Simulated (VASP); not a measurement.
# AlN (P6_3/mmc) in VASP: further runs

The runs below take AlN through single point, with PBEsol.

Everything below comes from runs of VASP 6.6.1. Logs are shortened: lines on timing, memory, paths and dates and some standing lists are left out, and cuts for length are marked.

### 1 The structure

It takes space group P6_3/mmc (No. 194, hexagonal). Conventional cell: a = 3.312 Å, b = 3.312 Å, c = 4.188 Å, α = 90.00°, β = 90.00°, γ = 120.00°. Around Al (site symmetry -6m2) lie 5 N at 1.91 to 2.09 Å. Around N (site symmetry -6m2) lie 5 Al at 1.91 to 2.09 Å.

Measurements of this composition are mostly on another form, of space group No. 186.

### 2 Single point, PBEsol

File INCAR:

```
PREC     = Normal         # precision mode
ENCUT    = 550            # plane-wave cutoff, eV
EDIFF    = 1E-6           # SCF threshold, eV
ISMEAR   = 0              # smearing method
SIGMA    = 0.05           # smearing width, eV
LREAL    = False          # projectors in reciprocal space
LASPH    = True           # aspherical terms in the spheres
NELM     = 100            # most SCF steps
ALGO     = Normal         # electronic algorithm
ISIF     = 2              # what is computed and relaxed
LWAVE    = False          # write WAVECAR
LCHARG   = False          # write CHGCAR
GGA      = PS             # functional
ADDGRID  = False
```

File KPOINTS:

```
regular mesh
0
Gamma
  10 10 7
```

File POSCAR:

```
AlN
1.0
    3.3121157418      0.0000000000      0.0000000000
   -1.6560578709      2.8683763727      0.0000000000
    0.0000000000      0.0000000000      4.1875630000
Al N
2 2
Direct
    0.6666666667      0.3333333333      0.2500000000
    0.3333333333      0.6666666667      0.7500000000
    0.6666666667      0.3333333333      0.7500000000
    0.3333333333      0.6666666667      0.2500000000
```

Potentials or basis: VASP PAW PBE potentials, release 64 (Al, N).

On the command line:

```
$ cat potpaw_PBE.64/Al/POTCAR potpaw_PBE.64/N/POTCAR > POTCAR
$ mpirun -np 1 vasp_std > vasp.out
```

OUTCAR:

```text
PREC = Normal
   ENCUT = 550
   EDIFF = 1E-6
   ISMEAR = 0
   LREAL = False
   LASPH = True
   NELM = 100
   ISIF = 2
   GGA = PS

 Found     56 irreducible k-points:

 Following reciprocal coordinates:
            Coordinates               Weight
  0.000000  0.000000  0.000000      1.000000
  0.100000 -0.000000  0.000000      6.000000
  0.200000 -0.000000  0.000000      6.000000
  0.300000 -0.000000  0.000000      6.000000
  0.400000 -0.000000  0.000000      6.000000
  0.500000  0.000000  0.000000      3.000000
   k-points           NKPTS =     56   k-points in BZ     NKDIM =     56   number of bands    NBANDS=     12
   number of dos      NEDOS =    301   number of ions     NIONS =      4
   total plane-waves  NPLWV =   9600
   dimension x,y,z NGX =    20 NGY =   20 NGZ =   24
   dimension x,y,z NGXF=    40 NGYF=   40 NGZF=   48
   ions per type =               2   2
   NGX,Y,Z   is equivalent  to a cutoff of  10.04, 10.04,  9.53 a.u.
   NGXF,Y,Z  is equivalent  to a cutoff of  20.08, 20.08, 19.06 a.u.
 SYSTEM =  unknown system
   PREC   = normal    normal or accurate (medium, high low for compatibility)
   ISTART =      0    job   : 0-new  1-cont  2-samecut
   ICHARG =      2    charge: 1-file 2-atom 10-const
   ISPIN  =      1    spin polarized calculation?
   LNONCOLLINEAR =      F non collinear calculations
   LSORBIT =      F    spin-orbit coupling
   LASPH  =      T    aspherical Exc in radial PAW
   ENCUT  =  550.0 eV  40.42 Ry    6.36 a.u.   6.33  6.33  8.01*2*pi/ulx,y,z
   NELM   =    100;   NELMIN=  2; NELMDL= -5     # of ELM steps
   EDIFF  = 0.1E-05   stopping-criterion for ELM
   LREAL  =      F    real-space projection
   EDIFFG = 0.1E-04   stopping-criterion for IOM
   NSW    =      0    number of steps for IOM
   IBRION =     -1    ionic relax: 0-MD 1-quasi-New 2-CG
   NFREE  =      0    steps in history (QN), initial steepest desc. (CG)
   ISIF   =      2    stress and relaxation
   ISYM   =      2    0-nonsym 1-usesym 2-fastsym
   POTIM  = 0.5000    time-step for ionic-motion
   TEBEG  =    0.0;   TEEND  =   0.0 temperature during run
   PSTRESS=    0.0 pullay stress
   NELECT =      16.0000    total number of electrons
   NUPDOWN=      -1.0000    fix difference up-down
   EMIN   =  10.00;   EMAX   =-10.00  energy-range for DOS
   EFERMI =   0.00;   METHOD = LEGACY
   ISMEAR =     0;   SIGMA  =   0.05  broadening in eV -4-tet -1-fermi 0-gaus
   EFERMI_NEDOS =   21; number of points for ismear=-14 and -15
   IALGO  =     38    algorithm
   IMIX   =      4    mixing-type and parameters
     AMIX     =   0.40;   BMIX     =  1.00
     AMIX_MAG =   1.60;   BMIX_MAG =  1.00
  volume/ion in A,a.u.               =       9.95        67.12
  Fermi-wavevector in a.u.,A,eV,Ry     =   1.208409  2.283561 19.867927  1.460251
  Thomas-Fermi vector in A             =   2.344017
   LORBIT       =      0    0 simple, 1 ext, 2 COOP (PROOUT), +10 PAW based schemes
   GGA     = PS    functional components
   LHFCALC =     F    Hartree Fock is set to
   AEXX    =    0.0000 exact exchange contribution
   IVDW    =     0    specifies the selected vdW correction
   LEPSILON=     F    determine dielectric tensor
   LRPA    =     F    only Hartree local field effects (RPA)
 non-spin polarized calculation
 Gauss-broadening in eV      SIGMA  =   0.05
  energy-cutoff  :      550.00
  volume of cell :       39.78
 maximum number of plane-waves:      1193
   NGX = 13   NGY = 13   NGZ = 17

 number of electron      16.0000015 magnetization

 Free energy of the ion-electron system (eV)
  ---------------------------------------------------
  ext. energy  EPLUGINS =         0.00000000
  ---------------------------------------------------
  free energy    TOTEN  =       -30.93794195 eV

  energy without entropy =      -30.93794195  energy(sigma->0) =      -30.93794195

 E-fermi :   8.0592     XC(G=0): -11.3530

 val. band max:        7.8606743611   @ k =   0.0000   0.0000   0.0000
 cond. band min:      11.0473132079   @ k =   0.0000   0.0000   0.0000
 fundamental gap:      3.1866388468
 Fermi energy:         8.0592277758

 k-point     1 :       0.0000    0.0000    0.0000
  band No.  band energies     occupation
      1      -8.9061      2.00000
      2      -5.2326      2.00000
      3       0.9379      2.00000
      4       4.5770      2.00000
      5       4.5770      2.00000
      6       6.2447      2.00000
      7       6.2447      2.00000
      8       7.8607      2.00000
      9      11.0473      0.00000
     10      12.1988      0.00000
     11      15.9934      0.00000
     12      15.9934      0.00000

 k-point     2 :       0.1000   -0.0000    0.0000
  band No.  band energies     occupation
      1      -8.7912      2.00000
      2      -5.2283      2.00000
      3       1.0615      2.00000
      4       4.1581      2.00000
      5       4.4102      2.00000
      6       5.8266      2.00000
      7       6.3063      2.00000
      8       7.6661      2.00000
      9      11.5748      0.00000
     10      12.6340      0.00000
     11      15.5371      0.00000
     12      16.2998      0.00000

 k-point     3 :       0.2000   -0.0000    0.0000
  band No.  band energies     occupation
      1      -8.4586      2.00000
      2      -5.2464      2.00000
      3       1.4238      2.00000
      4       3.2035      2.00000
      5       4.0499      2.00000
      6       5.0174      2.00000
      7       6.3937      2.00000
      8       7.1173      2.00000
      9      12.4311      0.00000
     10      13.4578      0.00000
     11      15.2022      0.00000
     12      17.1853      0.00000

 k-point     4 :       0.3000   -0.0000    0.0000
  band No.  band energies     occupation
      1      -7.9503      2.00000
      2      -5.3656      2.00000
      3       1.9938      2.00000
      4       2.2320      2.00000
      5       3.6914      2.00000
      6       4.2568      2.00000
      7       6.3139      2.00000
      8       6.4224      2.00000
      9      12.3009      0.00000
     10      14.2814      0.00000
     11      15.9406      0.00000
     12      16.0040      0.00000

 k-point     5 :       0.4000   -0.0000    0.0000
  band No.  band energies     occupation
      1      -7.3686      2.00000
      2      -5.6412      2.00000
      3       1.5771      2.00000
      4       2.6783      2.00000
      5       3.4435      2.00000
      6       3.7235      2.00000
      7       5.4370      2.00000
      8       6.4112      2.00000
      9      11.8137      0.00000
     10      14.7876      0.00000
     11      15.1699      0.00000
     12      16.8050      0.00000

 k-point     6 :       0.5000    0.0000    0.0000
  band No.  band energies     occupation
      1      -7.0300      2.00000
      2      -5.8676      2.00000
      3       1.3558      2.00000
      4       3.0974      2.00000
      5       3.3561      2.00000
      6       3.5296      2.00000
      7       4.9435      2.00000
      8       6.4016      2.00000
      9      11.6152      0.00000
     10      14.8809      0.00000
     11      14.9123      0.00000
     12      17.1224      0.00000

 [... further k-points ...]

------------------------ aborting loop because EDIFF is reached ----------------------------------------

  FORCE on cell =-STRESS in cart. coord.  units (eV):
  Direction    XX          YY          ZZ          XY          YZ          ZX
  --------------------------------------------------------------------------------------
  -------------------------------------------------------------------------------------
  Total       -0.8217060     -0.8217060     -1.0428433      0.0000000      0.0000000      0.0000000
  in kB      -33.0920775    -33.0920775    -41.9978098      0.0000000      0.0000000      0.0000000
  external PRESSURE =     -36.0606549 kB  Pullay stress =       0.0000000 kB

 VOLUME and BASIS-vectors are now :
 -----------------------------------------------------------------------------
  energy-cutoff  :      550.00
  volume of cell :       39.78
      direct lattice vectors                 reciprocal lattice vectors
     3.312115742  0.000000000  0.000000000     0.301921816  0.174314642  0.000000000
    -1.656057871  2.868376373  0.000000000     0.000000000  0.348629284  0.000000000
     0.000000000  0.000000000  4.187563000     0.000000000  0.000000000  0.238802377

 POSITION                                       TOTAL-FORCE (eV/Angst)
 -----------------------------------------------------------------------------------
      1.65606      0.95613      1.04689        -0.000000      0.000000      0.000000
     -0.00000      1.91225      3.14067         0.000000     -0.000000      0.000000
      1.65606      0.95613      3.14067        -0.000000     -0.000000      0.000000
     -0.00000      1.91225      1.04689         0.000000      0.000000      0.000000
 -----------------------------------------------------------------------------------
    total drift:                               -0.000000     -0.000000     -0.000000

  FREE ENERGIE OF THE ION-ELECTRON SYSTEM (eV)
  ---------------------------------------------------
  free  energy   TOTEN  =       -30.9379419506 eV

  energy  without entropy=      -30.9379419506  energy(sigma->0) =      -30.93794195
```

It took 6 s on 1 thread of Intel Xeon 6975P-C (Granite Rapids), shared host; peak memory 0.14 GiB.

These settings aren't checked as converged: the numbers below hold their error.

Results:

```
Free energy            : -30.9379 eV
Pressure               : -3.6 GPa
Band gap on the k mesh : 3.19 eV, direct
```

Caveat: the PAW data sets were made with another functional, which shifts forces and pressure a little; an odd mesh through Γ misses points on the zone boundary, where band edges often lie.

### 3 Single point, PBEsol

INCAR is that of step 2.

KPOINTS is that of step 2.

File POSCAR:

```
AlN
1.0
    3.3121157418      0.0000000000      0.0000000000
   -1.6560578709      2.8683763727      0.0000000000
    0.0000000000      0.0000000000      4.1875630000
Al N
2 2
Direct
    0.6237580000      0.3299140000      0.2556100000
    0.3117670000      0.6288490000      0.7350250000
    0.6903480000      0.3199170000      0.7468030000
    0.3351220000      0.6696830000      0.2481240000
```

Potentials or basis: VASP PAW PBE potentials, release 64 (Al, N).

On the command line:

```
$ cat potpaw_PBE.64/Al/POTCAR potpaw_PBE.64/N/POTCAR > POTCAR
$ mpirun -np 1 vasp_std > vasp.out
```

Wall time 33 s (1 thread of Intel Xeon 6975P-C (Granite Rapids), shared host); peak memory 0.26 GiB.

These settings aren't checked as converged: the numbers below hold their error.

Results:

```yaml
Free_energy: -30.5465 eV
Pressure: -0.2 GPa
Largest_force: 2.820 eV/Å
Band_gap_on_the_k_mesh: 3.09 eV, direct
```

Caveat: the PAW data sets were made with another functional, which shifts forces and pressure a little; an odd mesh through Γ misses points on the zone boundary, where band edges often lie.

### 4 Single point, PBEsol

Edit INCAR of step 3 so:

```diff
@@ -1,2 +1,2 @@
-PREC     = Normal         # precision mode
+PREC     = Accurate       # precision mode
 ENCUT    = 550            # plane-wave cutoff, eV
@@ -5,3 +5,3 @@
 SIGMA    = 0.05           # smearing width, eV
-LREAL    = False          # projectors in reciprocal space
+LREAL    = Auto         
 LASPH    = True           # aspherical terms in the spheres
```

KPOINTS is that of step 3.

File POSCAR:

```
AlN
1.0
    3.3121157418      0.0000000000      0.0000000000
   -1.6560578709      2.8683763727      0.0000000000
    0.0000000000      0.0000000000      4.1875630000
Al N
2 2
Direct
    0.6666666667      0.3333333333      0.2500000000
    0.3333333333      0.6666666667      0.7500000000
    0.6666666667      0.3333333333      0.7500000000
    0.3333333333      0.6666666667      0.2500000000
```

Potentials or basis: VASP PAW PBE potentials, release 64 (Al, N).

On the command line:

```
$ cat potpaw_PBE.64/Al/POTCAR potpaw_PBE.64/N/POTCAR > POTCAR
$ mpirun -np 1 vasp_std > vasp.out
```

OUTCAR:

```text
PREC = Accurate
   ENCUT = 550
   EDIFF = 1E-6
   ISMEAR = 0
   LREAL = Auto
   LASPH = True
   NELM = 100
   ISIF = 2
   GGA = PS

 Found     56 irreducible k-points:

 Following reciprocal coordinates:
            Coordinates               Weight
  0.000000  0.000000  0.000000      1.000000
  0.100000 -0.000000  0.000000      6.000000
  0.200000 -0.000000  0.000000      6.000000
  0.300000 -0.000000  0.000000      6.000000
  0.400000 -0.000000  0.000000      6.000000
[... 171 lines left out ...]
  Direction    XX          YY          ZZ          XY          YZ          ZX
  --------------------------------------------------------------------------------------
  -------------------------------------------------------------------------------------
  Total       -0.8128225     -0.8128225     -1.0394753      0.0000000      0.0000000     -0.0000000
  in kB      -32.7343168    -32.7343168    -41.8621713      0.0000000      0.0000000     -0.0000000
  external PRESSURE =     -35.7769350 kB  Pullay stress =       0.0000000 kB

 VOLUME and BASIS-vectors are now :
 -----------------------------------------------------------------------------
  energy-cutoff  :      550.00
  volume of cell :       39.78
      direct lattice vectors                 reciprocal lattice vectors
     3.312115742  0.000000000  0.000000000     0.301921816  0.174314642  0.000000000
    -1.656057871  2.868376373  0.000000000     0.000000000  0.348629284  0.000000000
     0.000000000  0.000000000  4.187563000     0.000000000  0.000000000  0.238802377

 POSITION                                       TOTAL-FORCE (eV/Angst)
 -----------------------------------------------------------------------------------
      1.65606      0.95613      1.04689         0.000000      0.000000      0.000000
     -0.00000      1.91225      3.14067        -0.000000     -0.000000      0.000000
      1.65606      0.95613      3.14067         0.000000      0.000000      0.000000
     -0.00000      1.91225      1.04689        -0.000000      0.000000      0.000000
 -----------------------------------------------------------------------------------
    total drift:                               -0.000000     -0.000000     -0.000000

  FREE ENERGIE OF THE ION-ELECTRON SYSTEM (eV)
  ---------------------------------------------------
  free  energy   TOTEN  =       -30.9383854066 eV

  energy  without entropy=      -30.9383854066  energy(sigma->0) =      -30.93838541
```

OSZICAR:

```text
N       E                     dE             d eps       ncg     rms          rms(c)
DAV:   1     0.551020556349E+02    0.55102E+02   -0.79766E+03  1344   0.126E+03
DAV:   2    -0.311616081989E+02   -0.86264E+02   -0.78830E+02  2008   0.234E+02
DAV:   3    -0.351003262262E+02   -0.39387E+01   -0.39211E+01  1744   0.545E+01
DAV:   4    -0.351347310120E+02   -0.34405E-01   -0.34395E-01  1564   0.571E+00
DAV:   5    -0.351352727226E+02   -0.54171E-03   -0.54168E-03  1716   0.724E-01    0.112E+01
DAV:   6    -0.310184620173E+02    0.41168E+01   -0.14059E+01  1632   0.288E+01    0.401E+00
DAV:   7    -0.309775592863E+02    0.40903E-01   -0.63177E-01  1516   0.617E+00    0.272E+00
DAV:   8    -0.309428291116E+02    0.34730E-01   -0.86235E-02  1552   0.302E+00    0.527E-01
DAV:   9    -0.309381762404E+02    0.46529E-02   -0.17875E-02  1696   0.104E+00    0.249E-01
DAV:  10    -0.309384515994E+02   -0.27536E-03   -0.13655E-03  1524   0.301E-01    0.160E-01
DAV:  11    -0.309383860028E+02    0.65597E-04   -0.15269E-04  1636   0.103E-01    0.348E-02
DAV:  12    -0.309383854066E+02    0.59624E-06   -0.33026E-06  1572   0.193E-02
   1 F= -.30938385E+02 E0= -.30938385E+02  d E =-.579881E-11
```

Wall time 17 s (1 thread of Intel Xeon 6975P-C (Granite Rapids), shared host); peak memory 0.16 GiB.

These settings aren't checked as converged: the numbers below hold their error.

Results:

```yaml
Free_energy: -30.9384 eV
Pressure: -3.6 GPa
Band_gap_on_the_k_mesh: 3.19 eV, direct
```

Caveat: the PAW data sets were made with another functional, which shifts forces and pressure a little; an odd mesh through Γ misses points on the zone boundary, where band edges often lie.

### 5 Single point, PBEsol

INCAR is that of step 4.

KPOINTS is that of step 4.

File POSCAR:

```
AlN
1.0
    3.3121157418      0.0000000000      0.0000000000
   -1.6560578709      2.8683763727      0.0000000000
    0.0000000000      0.0000000000      4.1875630000
Al N
2 2
Direct
    0.6237580000      0.3299140000      0.2556100000
    0.3117670000      0.6288490000      0.7350250000
    0.6903480000      0.3199170000      0.7468030000
    0.3351220000      0.6696830000      0.2481240000
```

Potentials or basis: VASP PAW PBE potentials, release 64 (Al, N).

On the command line:

```
$ cat potpaw_PBE.64/Al/POTCAR potpaw_PBE.64/N/POTCAR > POTCAR
$ mpirun -np 1 vasp_std > vasp.out
```

OUTCAR:

```text
PREC = Accurate
   ENCUT = 550
   EDIFF = 1E-6
   ISMEAR = 0
   LREAL = Auto
   LASPH = True
   NELM = 100
   ISIF = 2
   GGA = PS

 Found    352 irreducible k-points:

 Following reciprocal coordinates:
            Coordinates               Weight
  0.000000  0.000000  0.000000      1.000000
  0.100000 -0.000000  0.000000      2.000000
  0.000000  0.100000  0.000000      2.000000
 -0.100000  0.100000  0.000000      2.000000
  0.200000 -0.000000  0.000000      2.000000
[... 171 lines left out ...]
  Direction    XX          YY          ZZ          XY          YZ          ZX
  --------------------------------------------------------------------------------------
  -------------------------------------------------------------------------------------
  Total        0.9948346     -0.5010539     -0.6745390      0.2635829      0.0789564     -0.2425030
  in kB       40.0643832    -20.1786460    -27.1653083     10.6151180      3.1797639     -9.7661788
  external PRESSURE =      -2.4265237 kB  Pullay stress =       0.0000000 kB

 VOLUME and BASIS-vectors are now :
 -----------------------------------------------------------------------------
  energy-cutoff  :      550.00
  volume of cell :       39.78
      direct lattice vectors                 reciprocal lattice vectors
     3.312115742  0.000000000  0.000000000     0.301921816  0.174314642  0.000000000
    -1.656057871  2.868376373  0.000000000     0.000000000  0.348629284  0.000000000
     0.000000000  0.000000000  4.187563000     0.000000000  0.000000000  0.238802377

 POSITION                                       TOTAL-FORCE (eV/Angst)
 -----------------------------------------------------------------------------------
      1.51960      0.94632      1.07038         2.506984     -0.440469     -0.623582
     -0.00880      1.80378      3.07796         1.600908      1.576155      0.646998
      1.75671      0.91764      3.12728        -2.642492     -0.982798     -0.044146
      0.00093      1.92090      1.03903        -1.465400     -0.152888      0.020730
 -----------------------------------------------------------------------------------
    total drift:                               -0.001926     -0.001982      0.001214

  FREE ENERGIE OF THE ION-ELECTRON SYSTEM (eV)
  ---------------------------------------------------
  free  energy   TOTEN  =       -30.5468262724 eV

  energy  without entropy=      -30.5468262724  energy(sigma->0) =      -30.54682627
```

It took 1.8 min on 1 thread of Intel Xeon 6975P-C (Granite Rapids), shared host; peak memory 0.24 GiB.

The run converged, but some of its settings lie outside the range that counts as converged, so its numbers aren't taken as properties of the crystal.

What came out:

```yaml
Free_energy: -30.5468 eV
Pressure: -0.2 GPa
Largest_force: 2.820 eV/Å
Band_gap_on_the_k_mesh: 3.09 eV, direct
```

Caveat: the PAW data sets were made with another functional, which shifts forces and pressure a little; an odd mesh through Γ misses points on the zone boundary, where band edges often lie.

[end of part 1 of 2]
